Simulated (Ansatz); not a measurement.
# Rb (fcc): from the first guess to the electronic structure

Task: find the zero-pressure cell of Rb (fcc) and describe its electrons.

This is Rb in the fcc structure; at room conditions it is bcc.

Program: Ansatz 0.2.0. Level of theory: DFT r²SCAN, scalar-relativistic, plane waves, PAW (the target; the first runs use scalar-relativistic PBE). These are calculated values, not measurements.

## (1) The system as given

It takes space group Fm-3m (No. 225, cubic). The conventional cell has a = 7.043 Å, b = 7.043 Å, c = 7.043 Å, α = 90.00°, β = 90.00°, γ = 90.00°.

As a file:

```cif
data_structure
_symmetry_space_group_name_H-M 'Fm-3m'
_symmetry_Int_Tables_number 225
_cell_length_a 7.0430
_cell_length_b 7.0430
_cell_length_c 7.0430
_cell_angle_alpha 90.000
_cell_angle_beta 90.000
_cell_angle_gamma 90.000
_cell_volume 349.35
loop_
_atom_site_label
_atom_site_type_symbol
_atom_site_symmetry_multiplicity
_atom_site_Wyckoff_symbol
_atom_site_fract_x
_atom_site_fract_y
_atom_site_fract_z
_atom_site_occupancy
Rb1 Rb 4 a 0.00000 0.00000 0.00000 1
```

## (2) At the starting volume (PBE, 6×6×6 mesh)

Input file input.yaml:

```yaml
crystal:
  lattice:
    - [0.0, 3.5214788036, 3.5214788036]
    - [3.5214788036, 0.0, 3.5214788036]
    - [3.5214788036, 3.5214788036, 0.0]
  atoms:
    - { symbol: Rb, position: [0.0, 0.0, 0.0] }
basis:
  ecutwfc: 420
  ecutrho_ratio: 4
kpoints:
  mp_grid: { grid: [6, 6, 6] }
hamiltonian:
  xc: pbe
scf:
  occupations: { method: gaussian, width: 0.05 }
output:
  forces: true
  stress: true
  eigenvalues: true
```

The program printed:

```text
Warning: RAYON_NUM_THREADS=2 ignored (pool sized by the plan → 2); use --threads N
Engine: ansatz 0.2.0, x86_64-unknown-linux-gnu
Pseudopotentials: kind: paw
Pseudopotential: Rb, paw, valence charge 9, recommended cutoff 420 eV (normal), Rb.paw.azcp
Functional definition: PBE
  parameter kappa = 0.804
  parameter beta = 0.06672455060314922
  exchange = pbe_x(kappa = kappa, mu = beta*pi^2/3)
  correlation = pbe_c(beta = beta)
Crystal: 1 atoms, lattice volume = 87.338 Å³
Basis set: ecut = 420 eV, 1687 PW (Γ), exchange–correlation on 72×72×72 points (8 copies of the dense FFT grid, shifted against one another)
Bands: 9, of which v1, the nominal top of the filled ones, is band 5 counted from 1 (4 counted from 0)
Symmetry: 48 space group operations
Space group: Fm-3m (ITA 225), of the structure as read, at distance tolerance 4.4e-5 Å
k-points: 16 of 216
Non-local potential: Rb, projectors of the file, l = 0: 3, l = 1: 2, l = 2: 2
PAW form: soft (Blöchl's): semilocal exchange-correlation on the pseudo side does not see the compensation charge
PAW one-centre angular grid: Rb, 110 points (default); XC on 64 Gauss nodes
Initial density: superposition of atomic densities (neutral atoms: chi_scale 0, normalization atom), corrected by the library's trained network
Initial wavefunctions: pseudopotential atomic-orbital guess
Functional: x = pbe(κ = 0.804, μ = 0.2195149727645171), c = pbe(β = 0.06672455060314922)
SCF iter   1: F=—  HF=-3267.338505 eV  |F-HF|=—  |Δ(HF+E_count)|=         —  Δρ=1.65e-4  dr2=1.91e-5  ethr=1.77e-3  ⟨swp⟩=7.1  Hψ=1196  notcnv=0
preconditioner: auto → none  [insulator: Δε(μ)=0.259 eV  Ē_g=3.556 eV  σ=0.050 eV  W_gap=0.79  n_scr=14 (ndim 8)  ℏωp=4.0 eV  f_vac=0.000  D(μ)=1.81/eV (n_scr^D=14)  ε∞_Penn≈2.2]
SCF iter   2: F=—  HF=-3267.339686 eV  |F-HF|=—  |Δ(HF+E_count)|=   1.18e-3  Δρ=1.27e-4  dr2=1.85e-5  ethr=2.12e-7  ⟨swp⟩=3.1  Hψ=407  notcnv=0
SCF iter   3: F=—  HF=-3267.339691 eV  |F-HF|=—  |Δ(HF+E_count)|=   5.62e-6  Δρ=5.30e-5  dr2=2.82e-6  ethr=2.06e-7  ⟨swp⟩=1.6  Hψ=150  notcnv=0
SCF iter   4: F=—  HF=-3267.339693 eV  |F-HF|=—  |Δ(HF+E_count)|=   2.21e-6  Δρ=9.51e-6  dr2=1.72e-7  ethr=3.13e-8  ⟨swp⟩=2.6  Hψ=195  notcnv=0
iter 5 did not close the SCF: its close was put off for the readings that it lacked (scf_convergence_deferred on its scf_iter line)
SCF iter   5: F=-3267.339693 eV  HF=-3267.339693 eV  |F-HF|=3.91e-9  |Δ(HF+E_count)|=   4.03e-9  Δρ=1.70e-6  dr2=7.29e-9  ethr=1.91e-9  ⟨swp⟩=2.8  Hψ=207  notcnv=0
SCF iter   6: F=-3267.339693 eV  HF=-3267.339693 eV  |F-HF|=1.08e-10  |Δ(HF+E_count)|=   2.18e-9  Δρ=7.49e-7  dr2=9.48e-10  ethr=8.10e-11  ⟨swp⟩=3.8  Hψ=605  notcnv=0
SCF 1 converged in 6 iterations: F = -3267.339693 eV  dr2 = 9.48e-10
SCF converged after 6 iterations
Free energy (F): -3267.339693 eV
Harris-Foulkes:  -3267.339693 eV  (|F-HF|=1.08e-10)
Internal energy: -3267.337434 eV  (E = F + TS)
E sigma→0 (E₀):  -3267.338564 eV
Entropy (-TS):   -0.002260 eV (-2.260 meV/atom)
Fermi energy:    2.015323 eV
--- Per-component energies (eV) ---
  E_band       = -117.194289
  E_kinetic    = 190.863648
  E_local      = -700.213962  (includes V_loc(G=0)·N_el)
  E_nonlocal   = 173.625759
  E_hartree    = 195.375653
  E_xc         = -129.316179
  E_vxc        = -135.238922  (∫ρ·V_xc dr)
  E_paw        = -2618.027055  (= ΣΔE_a)
  E_vpaw       = -36.981710  (= ΣTr[D̂ρ^β])
  E_aug_tail   = -0.000001  (compensation charges beyond the density's cutoff)
  E_ewald      = -379.645297
  E_smearing   = -0.002260  (= −TS)
  E_closure    = -0.000000  (closes the sum)
  Σ components = -3267.339693   (vs F -3267.339693, Δ=0.00e0)
--- Forces (eV/Å), atoms counted from 1 ---
  atom   1  Rb     0.00000000     0.00000000    -0.00000000
  max |Σ_I F_I| component: 2.36e-32 eV/Å
--- Stress (GPa, compression-positive) ---
        0.157314      -0.000000       0.000000
       -0.000000       0.157314       0.000000
        0.000000       0.000000       0.157314
  P = ⅓ Tr σ = 0.1573 GPa (1.573 kbar)
--- Band table (eV; the first three rows and the last of 16) ---
  k-point 0: bands = ["-26.7589", "-10.7984", "-10.7984", "-10.7984", "0.0898", "5.7455", "5.7455", "5.7455", "7.1191"]
  k-point 1: bands = ["-26.7577", "-10.8262", "-10.8022", "-10.8022", "0.4069", "5.0210", "5.8433", "5.8433", "6.8761"]
  k-point 2: bands = ["-26.7554", "-10.8807", "-10.8096", "-10.8096", "1.2734", "3.8352", "5.6844", "5.6844", "7.2876"]
  k-point 15: bands = ["-26.7527", "-10.8852", "-10.8538", "-10.8388", "3.0818", "3.6235", "3.7862", "5.0906", "7.2581"]
```

It took 0.72 s on 2 threads of an x86-64 CPU, shared host; peak memory 0.35 GiB.

This gives: volume 87.338 Å³/atom, pressure 0.16 GPa, no gap.

## (3) Stepping to 87.688 Å³/atom (PBE, 6×6×6 mesh)

Changes to input.yaml since step 2:

```diff
@@ -2,5 +2,5 @@
   lattice:
-    - [0.0, 3.5214788036, 3.5214788036]
-    - [3.5214788036, 0.0, 3.5214788036]
-    - [3.5214788036, 3.5214788036, 0.0]
+    - [0.0, 3.5261678621, 3.5261678621]
+    - [3.5261678621, 0.0, 3.5261678621]
+    - [3.5261678621, 3.5261678621, 0.0]
   atoms:
```

The program printed:

```text
Warning: RAYON_NUM_THREADS=2 ignored (pool sized by the plan → 2); use --threads N
[... 8 set-up lines as earlier in the session ...]
Crystal: 1 atoms, lattice volume = 87.688 Å³
Basis set: ecut = 420 eV, 1687 PW (Γ), exchange–correlation on 72×72×72 points (8 copies of the dense FFT grid, shifted against one another)
Bands: 9, of which v1, the nominal top of the filled ones, is band 5 counted from 1 (4 counted from 0)
[... 2 set-up lines as earlier in the session ...]
k-points: 16 of 216
[... 6 set-up lines as earlier in the session ...]
SCF iter   1: F=—  HF=-3267.338845 eV  |F-HF|=—  |Δ(HF+E_count)|=         —  Δρ=1.65e-4  dr2=1.92e-5  ethr=1.77e-3  ⟨swp⟩=7.1  Hψ=1192  notcnv=0
preconditioner: auto → none  [insulator: Δε(μ)=0.260 eV  Ē_g=3.550 eV  σ=0.050 eV  W_gap=0.79  n_scr=14 (ndim 8)  ℏωp=4.0 eV  f_vac=0.000  D(μ)=1.81/eV (n_scr^D=14)  ε∞_Penn≈2.2]
SCF iter   2: F=—  HF=-3267.340014 eV  |F-HF|=—  |Δ(HF+E_count)|=   1.17e-3  Δρ=1.27e-4  dr2=1.95e-5  ethr=2.14e-7  ⟨swp⟩=3.1  Hψ=407  notcnv=0
SCF iter   3: F=—  HF=-3267.340019 eV  |F-HF|=—  |Δ(HF+E_count)|=   5.56e-6  Δρ=5.57e-5  dr2=3.32e-6  ethr=2.14e-7  ⟨swp⟩=1.6  Hψ=147  notcnv=0
SCF iter   4: F=—  HF=-3267.340022 eV  |F-HF|=—  |Δ(HF+E_count)|=   2.38e-6  Δρ=9.95e-6  dr2=1.99e-7  ethr=3.69e-8  ⟨swp⟩=2.6  Hψ=195  notcnv=0
iter 5 did not close the SCF: its close was put off for the readings that it lacked (scf_convergence_deferred on its scf_iter line)
SCF iter   5: F=-3267.340022 eV  HF=-3267.340022 eV  |F-HF|=5.76e-9  |Δ(HF+E_count)|=   1.15e-9  Δρ=2.14e-6  dr2=1.18e-8  ethr=2.21e-9  ⟨swp⟩=2.8  Hψ=208  notcnv=0
SCF iter   6: F=-3267.340022 eV  HF=-3267.340022 eV  |F-HF|=2.45e-10  |Δ(HF+E_count)|=   7.04e-9  Δρ=9.54e-7  dr2=1.59e-9  ethr=1.31e-10  ⟨swp⟩=3.9  Hψ=568  notcnv=0
SCF 1 converged in 6 iterations: F = -3267.340022 eV  dr2 = 1.59e-9
SCF converged after 6 iterations
Free energy (F): -3267.340022 eV
Harris-Foulkes:  -3267.340022 eV  (|F-HF|=2.45e-10)
Internal energy: -3267.337762 eV  (E = F + TS)
E sigma→0 (E₀):  -3267.338892 eV
Entropy (-TS):   -0.002260 eV (-2.260 meV/atom)
Fermi energy:    1.997898 eV
--- Per-component energies (eV) ---
  E_band       = -117.363530
  E_kinetic    = 190.854294
  E_local      = -701.046450  (includes V_loc(G=0)·N_el)
  E_nonlocal   = 173.621765
  E_hartree    = 195.709690
  E_xc         = -129.310215
  E_vxc        = -135.230950  (∫ρ·V_xc dr)
  E_paw        = -2618.026396  (= ΣΔE_a)
  E_vpaw       = -36.981072  (= ΣTr[D̂ρ^β])
  E_aug_tail   = -0.000001  (compensation charges beyond the density's cutoff)
  E_ewald      = -379.140449
  E_smearing   = -0.002260  (= −TS)
  E_closure    = 0.000000  (closes the sum)
  Σ components = -3267.340022   (vs F -3267.340022, Δ=0.00e0)
--- Forces (eV/Å), atoms counted from 1 ---
  atom   1  Rb     0.00000000     0.00000000     0.00000000
  max |Σ_I F_I| component: 4.62e-33 eV/Å
--- Stress (GPa, compression-positive) ---
        0.143999       0.000000       0.000000
        0.000000       0.143999       0.000000
        0.000000      -0.000000       0.143999
  P = ⅓ Tr σ = 0.1440 GPa (1.440 kbar)
--- Band table (eV; the first three rows and the last of 16) ---
  k-point 0: bands = ["-26.7782", "-10.8182", "-10.8182", "-10.8182", "0.0778", "5.7247", "5.7247", "5.7247", "7.0943"]
  k-point 1: bands = ["-26.7770", "-10.8456", "-10.8219", "-10.8219", "0.3938", "5.0012", "5.8220", "5.8220", "6.8521"]
  k-point 2: bands = ["-26.7748", "-10.8993", "-10.8292", "-10.8292", "1.2577", "3.8158", "5.6637", "5.6637", "7.2617"]
  k-point 15: bands = ["-26.7721", "-10.9038", "-10.8728", "-10.8580", "3.0657", "3.6021", "3.7680", "5.0636", "7.2281"]
```

It took 0.71 s on 2 threads of an x86-64 CPU, shared host; peak memory 0.34 GiB.

Result: volume 87.688 Å³/atom, pressure 0.14 GPa, metallic.

## (4) Next volume: 92.044 Å³/atom (PBE, 6×6×6 mesh)

Changes to input.yaml since step 3:

```diff
@@ -2,5 +2,5 @@
   lattice:
-    - [0.0, 3.5261678621, 3.5261678621]
-    - [3.5261678621, 0.0, 3.5261678621]
-    - [3.5261678621, 3.5261678621, 0.0]
+    - [0.0, 3.5836239718, 3.5836239718]
+    - [3.5836239718, 0.0, 3.5836239718]
+    - [3.5836239718, 3.5836239718, 0.0]
   atoms:
```

The program printed:

```text
Warning: RAYON_NUM_THREADS=2 ignored (pool sized by the plan → 2); use --threads N
[... 8 set-up lines as earlier in the session ...]
Crystal: 1 atoms, lattice volume = 92.044 Å³
Basis set: ecut = 420 eV, 1807 PW (Γ), exchange–correlation on 72×72×72 points (8 copies of the dense FFT grid, shifted against one another)
Bands: 9, of which v1, the nominal top of the filled ones, is band 5 counted from 1 (4 counted from 0)
[... 1 set-up line as earlier in the session ...]
Space group: Fm-3m (ITA 225), of the structure as read, at distance tolerance 4.5e-5 Å
k-points: 16 of 216
[... 6 set-up lines as earlier in the session ...]
SCF iter   1: F=—  HF=-3267.340849 eV  |F-HF|=—  |Δ(HF+E_count)|=         —  Δρ=1.55e-4  dr2=1.51e-5  ethr=1.77e-3  ⟨swp⟩=7.2  Hψ=1195  notcnv=0
preconditioner: auto → none  [insulator: Δε(μ)=0.268 eV  Ē_g=3.480 eV  σ=0.050 eV  W_gap=0.79  n_scr=14 (ndim 8)  ℏωp=3.9 eV  f_vac=0.000  D(μ)=1.81/eV (n_scr^D=14)  ε∞_Penn≈2.2]
SCF iter   2: F=—  HF=-3267.341856 eV  |F-HF|=—  |Δ(HF+E_count)|=   1.01e-3  Δρ=1.18e-4  dr2=2.06e-5  ethr=1.68e-7  ⟨swp⟩=3.1  Hψ=414  notcnv=0
SCF iter   3: F=—  HF=-3267.341859 eV  |F-HF|=—  |Δ(HF+E_count)|=   3.01e-6  Δρ=7.13e-5  dr2=6.75e-6  ethr=1.68e-7  ⟨swp⟩=1.6  Hψ=148  notcnv=0
iter 4 did not close the SCF: its close was put off for the readings that it lacked (scf_convergence_deferred on its scf_iter line)
SCF iter   4: F=-3267.341863 eV  HF=-3267.341863 eV  |F-HF|=1.41e-8  |Δ(HF+E_count)|=   3.54e-6  Δρ=9.36e-6  dr2=6.82e-8  ethr=7.50e-8  ⟨swp⟩=2.5  Hψ=193  notcnv=0
iter 5 did not close the SCF: its close was put off for the readings that it lacked (scf_convergence_deferred on its scf_iter line)
SCF iter   5: F=-3267.341863 eV  HF=-3267.341863 eV  |F-HF|=1.39e-9  |Δ(HF+E_count)|=   3.38e-9  Δρ=2.30e-6  dr2=3.87e-9  ethr=7.58e-10  ⟨swp⟩=2.0  Hψ=212  notcnv=0
SCF iter   6: F=-3267.341863 eV  HF=-3267.341863 eV  |F-HF|=3.18e-12  |Δ(HF+E_count)|=   1.03e-9  Δρ=2.57e-7  dr2=8.95e-11  ethr=4.30e-11  ⟨swp⟩=3.2  Hψ=519  notcnv=0
SCF 1 converged in 6 iterations: F = -3267.341863 eV  dr2 = 8.95e-11
SCF converged after 6 iterations
Free energy (F): -3267.341863 eV
Harris-Foulkes:  -3267.341863 eV  (|F-HF|=3.18e-12)
Internal energy: -3267.339602 eV  (E = F + TS)
E sigma→0 (E₀):  -3267.340732 eV
Entropy (-TS):   -0.002261 eV (-2.261 meV/atom)
Fermi energy:    1.792609 eV
--- Per-component energies (eV) ---
  E_band       = -119.377718
  E_kinetic    = 190.744200
  E_local      = -711.091365  (includes V_loc(G=0)·N_el)
  E_nonlocal   = 173.575271
  E_hartree    = 199.751723
  E_xc         = -129.238999
  E_vxc        = -135.135884  (∫ρ·V_xc dr)
  E_paw        = -2618.018727  (= ΣΔE_a)
  E_vpaw       = -36.973505  (= ΣTr[D̂ρ^β])
  E_aug_tail   = -0.000001  (compensation charges beyond the density's cutoff)
  E_ewald      = -373.061704
  E_smearing   = -0.002261  (= −TS)
  E_closure    = 0.000000  (closes the sum)
  Σ components = -3267.341863   (vs F -3267.341863, Δ=0.00e0)
--- Forces (eV/Å), atoms counted from 1 ---
  atom   1  Rb    -0.00000000    -0.00000000    -0.00000000
  max |Σ_I F_I| component: 3.08e-32 eV/Å
--- Stress (GPa, compression-positive) ---
       -0.002956      -0.000000      -0.000000
       -0.000000      -0.002956       0.000000
       -0.000000      -0.000000      -0.002956
  P = ⅓ Tr σ = -0.0030 GPa (-0.030 kbar)
--- Band table (eV; the first three rows and the last of 16) ---
  k-point 0: bands = ["-27.0081", "-11.0528", "-11.0528", "-11.0528", "-0.0627", "5.4773", "5.4773", "5.4773", "6.7994"]
  k-point 1: bands = ["-27.0072", "-11.0758", "-11.0559", "-11.0559", "0.2400", "4.7653", "5.5690", "5.5690", "6.5656"]
  k-point 2: bands = ["-27.0054", "-11.1211", "-11.0622", "-11.0622", "1.0733", "3.5864", "5.4171", "5.4171", "6.9542"]
  k-point 15: bands = ["-27.0034", "-11.1251", "-11.0990", "-11.0865", "2.8749", "3.3491", "3.5522", "4.7436", "6.8729"]
```

Run time: 0.97 s. Hardware: 2 threads of an x86-64 CPU, shared host; peak memory 0.36 GiB.

This gives: volume 92.044 Å³/atom, pressure 0.00 GPa, metallic.

## (5) First run at r²SCAN

Changes to input.yaml since step 4:

```diff
@@ -8,8 +8,8 @@
 basis:
-  ecutwfc: 420
+  ecutwfc: 500
   ecutrho_ratio: 4
 kpoints:
-  mp_grid: { grid: [6, 6, 6] }
+  mp_grid: { grid: [10, 10, 10] }
 hamiltonian:
-  xc: pbe
+  xc: r2scan
 scf:
```

The program printed:

```text
Warning: RAYON_NUM_THREADS=2 ignored (pool sized by the plan → 2); use --threads N
[... 2 set-up lines as earlier in the session ...]
Pseudopotential: Rb, paw, valence charge 9, recommended cutoff 500 eV (meta_gga), Rb.paw.azcp
Functional definition: r2SCAN
  parameter k0 = 0.174
  parameter k1 = 0.065
  parameter a1 = 4.9479
  exchange = r2scan_x(k0 = k0, k1 = k1, a1 = a1)
  correlation = r2scan_c
Crystal: 1 atoms, lattice volume = 92.044 Å³
Basis set: ecut = 500 eV, 2277 PW (Γ), exchange–correlation on 160×160×160 points (64 copies of the dense FFT grid, shifted against one another)
Bands: 9, of which v1, the nominal top of the filled ones, is band 5 counted from 1 (4 counted from 0)
[... 2 set-up lines as earlier in the session ...]
k-points: 47 of 1000
[... 2 set-up lines as earlier in the session ...]
PAW frozen core: Rb, regenerated for the run's functional (the file was generated under x = pbe(κ = 0.804, μ = 0.2195149727645171), c = pbe(β = 0.06672455060314922))
PAW one-centre angular grid: Rb, 302 points (default); XC on 160 Gauss nodes
[... 2 set-up lines as earlier in the session ...]
Functional: x = r2scan, c = r2scan; τ floored in thin density (d = 2e-4 eV/Å³)
SCF iter   1: F=—  HF=-3277.990016 eV  |F-HF|=—  |Δ(HF+E_count)|=         —  Δρ=2.31e-3  dr2=1.75e-3  dr2_τ=5.90e-4  ethr=1.77e-3  ⟨swp⟩=7.1  Hψ=3599  notcnv=0
preconditioner: auto → none  [insulator: Δε(μ)=0.108 eV  Ē_g=3.810 eV  σ=0.050 eV  W_gap=0.53  n_scr=14 (ndim 8)  ℏωp=3.9 eV  f_vac=0.000  D(μ)=1.63/eV (n_scr^D=14)  ε∞_Penn≈2.0]
SCF iter   2: F=—  HF=-3277.993684 eV  |F-HF|=—  |Δ(HF+E_count)|=   3.67e-3  Δρ=1.34e-3  dr2=5.08e-4  dr2_τ=7.47e-5  ethr=1.94e-5  ⟨swp⟩=2.0  Hψ=1205  notcnv=0  defer=17
SCF iter   3: F=—  HF=-3277.994963 eV  |F-HF|=—  |Δ(HF+E_count)|=   1.28e-3  Δρ=9.09e-5  dr2=1.44e-5  dr2_τ=3.22e-6  ethr=5.64e-6  ⟨swp⟩=2.0  Hψ=765  notcnv=0  defer=17
SCF iter   4: F=—  HF=-3277.994952 eV  |F-HF|=—  |Δ(HF+E_count)|=   1.17e-5  Δρ=4.41e-5  dr2=1.10e-6  dr2_τ=1.70e-7  ethr=1.60e-7  ⟨swp⟩=2.3  Hψ=577  notcnv=0  defer=17
SCF iter   5: F=—  HF=-3277.994952 eV  |F-HF|=—  |Δ(HF+E_count)|=   1.31e-7  Δρ=4.91e-5  dr2=1.14e-6  dr2_τ=5.01e-7  ethr=1.22e-8  ⟨swp⟩=2.0  Hψ=574  notcnv=0  defer=17
SCF iter   6: F=-3277.994951 eV  HF=-3277.994951 eV  |F-HF|=1.63e-9  |Δ(HF+E_count)|=   2.27e-7  Δρ=4.48e-6  dr2=1.13e-8  dr2_τ=4.74e-9  ethr=1.11e-9  ⟨swp⟩=5.7  Hψ=2306  notcnv=0
SCF 1 converged in 6 iterations: F = -3277.994951 eV  dr2 = 1.13e-8
SCF converged after 6 iterations
Free energy (F): -3277.994951 eV
Harris-Foulkes:  -3277.994951 eV  (|F-HF|=1.63e-9)
Internal energy: -3277.992935 eV  (E = F + TS)
E sigma→0 (E₀):  -3277.993943 eV
Entropy (-TS):   -0.002016 eV (-2.016 meV/atom)
Fermi energy:    1.908181 eV
--- Per-component energies (eV) ---
  E_band       = -125.170517
  E_kinetic    = 191.329694
  E_local      = -710.533703  (includes V_loc(G=0)·N_el)
  E_nonlocal   = 172.521677
  E_hartree    = 199.762727
  E_xc         = -123.041432
  E_vxc        = -148.774048  (∫ρ·V_xc dr)
  E_paw        = -2634.823265  (= ΣΔE_a)
  E_vpaw       = -37.522341  (= ΣTr[D̂ρ^β])
  E_aug_tail   = -0.000000  (compensation charges beyond the density's cutoff)
  E_vtau       = 8.284436  (kinetic-family band-sum trace: ∫τ·v_τ [+ j·A + Jᵃ·Aᵃ] dr)
  E_ewald      = -373.061704
  E_core_change = -0.146927  (= ΣΔE_core)
  E_smearing   = -0.002016  (= −TS)
  E_closure    = 0.000000  (closes the sum)
  Σ components = -3277.994951   (vs F -3277.994951, Δ=0.00e0)
--- Forces (eV/Å), atoms counted from 1 ---
  atom   1  Rb    -0.00000000    -0.00000000    -0.00000000
  max |Σ_I F_I| component: 1.85e-32 eV/Å
--- Stress (GPa, compression-positive) ---
        0.102752       0.000000      -0.000000
       -0.000000       0.102752       0.000000
       -0.000000      -0.000000       0.102752
  P = ⅓ Tr σ = 0.1028 GPa (1.028 kbar)
--- Band table (eV; the first three rows and the last of 47) ---
  k-point 0: bands = ["-28.1579", "-11.6342", "-11.6342", "-11.6342", "-0.1336", "5.9470", "5.9470", "5.9470", "7.3925"]
  k-point 1: bands = ["-28.1575", "-11.6434", "-11.6354", "-11.6354", "-0.0163", "5.5806", "5.9945", "5.9945", "7.2450"]
  k-point 2: bands = ["-28.1565", "-11.6671", "-11.6385", "-11.6385", "0.3260", "4.8544", "6.0402", "6.0402", "7.1093"]
  k-point 46: bands = ["-28.1527", "-11.7035", "-11.6867", "-11.6688", "3.0824", "3.4990", "3.6658", "5.0232", "7.6088"]
```

It took 3.3 s on 2 threads of an x86-64 CPU, shared host; peak memory 0.67 GiB.

This gives: volume 92.044 Å³/atom, pressure 0.10 GPa, a metal on this mesh.

[end of part 1 of 2]
